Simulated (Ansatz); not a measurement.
BaTiO3:

```
CELL_PARAMETERS angstrom
-3.80268 -0.05658 -0.02182
-0.02191 -0.03168 -4.13033
-0.11316 -7.97351 -0.06307
ATOMIC_POSITIONS crystal
Ba 0.04486 0.90917 0.49511
Ba 0.00815 0.92181 0.02441
Ti 0.45719 0.52057 0.20539
Ti 0.50232 0.47064 0.76225
O 0.48144 0.03993 0.24039
O 0.45629 0.07298 0.69357
O 0.53803 0.54059 0.44980
O 0.52906 0.55800 0.03050
O 0.98202 0.45740 0.26038
O 0.00064 0.50892 0.83819
```

The cell isn't the ideal one: all atoms moved at random, sigma 0.25 Å a component, cell strained at random, sigma 0.06.

| Quantity | Value |
| --- | --- |
| Program | Ansatz 0.2.0 |
| Task | relaxation of cell and atoms |
| Functional | BLYP |
| Potentials or basis | Ansatz PAW |
| Cutoff | 420 eV (not typed: the program's choice for these potentials) |
| k mesh | 7 × 7 × 4 |
| Occupations | fermi-dirac, width 0.05 eV |
| Spin | no spin polarisation |

At the start: volume 12.52 Å³/atom.

Q: How do energy, volume and symmetry change on relaxing?

A: It ends after 14 steps and the volume is 14.14 Å³/atom (+12.9 %); space group Amm2 (No. 38, to 0.05 Å).

Step by step:
| step | energy change (eV) | largest force (eV/Å) | volume (Å³) |
| --- | --- | --- | --- |
| 1 | 0.0000 | 26.6357 | 125.20 |
| 2 | -7.4689 | 10.5628 | 136.10 |
| 3 | -10.0427 | 3.3042 | 138.22 |
| 4 | -10.9414 | 1.0669 | 138.94 |
| 5 | -11.0935 | 0.0332 | 139.22 |
| 6 | -11.0937 | 0.0136 | 139.30 |
| 7 | -11.0933 | 0.0072 | 139.42 |
| 8 | -11.1957 | 0.0117 | 139.42 |
| 9 | -11.1958 | 0.0268 | 140.92 |
| 10 | -11.1942 | 0.0060 | 141.43 |
| 11 | -11.1950 | 0.0041 | 141.27 |
| 12 | -11.2026 | 0.0042 | 141.27 |
| 13 | -11.2023 | 0.0032 | 141.36 |
| 14 | -11.2027 | 0.0033 | 141.36 |

Final structure:
```yaml
crystal:
  lattice:
    - [-3.97246, -0.00182, -0.00108]
    - [0.00072, -0.03227, -4.24062]
    - [0.00317, -8.39219, -0.06268]
  atoms:
    - { symbol: Ba, position: [0.99994, 0.97972, 0.49138] }
    - { symbol: Ba, position: [0.99994, 0.97973, 0.99138] }
    - { symbol: Ti, position: [0.49979, 0.46335, 0.23313] }
    - { symbol: Ti, position: [0.49983, 0.46335, 0.73310] }
    - { symbol: O, position: [0.50006, 0.03325, 0.25235] }
    - { symbol: O, position: [0.50005, 0.03325, 0.75235] }
    - { symbol: O, position: [0.50007, 0.50625, 0.51480] }
    - { symbol: O, position: [0.50007, 0.50626, 0.01481] }
    - { symbol: O, position: [0.00014, 0.51742, 0.25835] }
    - { symbol: O, position: [0.00012, 0.51742, 0.75835] }
```

Caveat: the plane-wave basis is chosen anew once the cell has moved, so the energies of steps on either side of that aren't comparable; the pressure holds a Pulay correction of +0.6 GPa for the finite cutoff; the PAW data sets come from PBE, with cores solved anew for the run's functional, which leaves a small shift of forces and pressure.
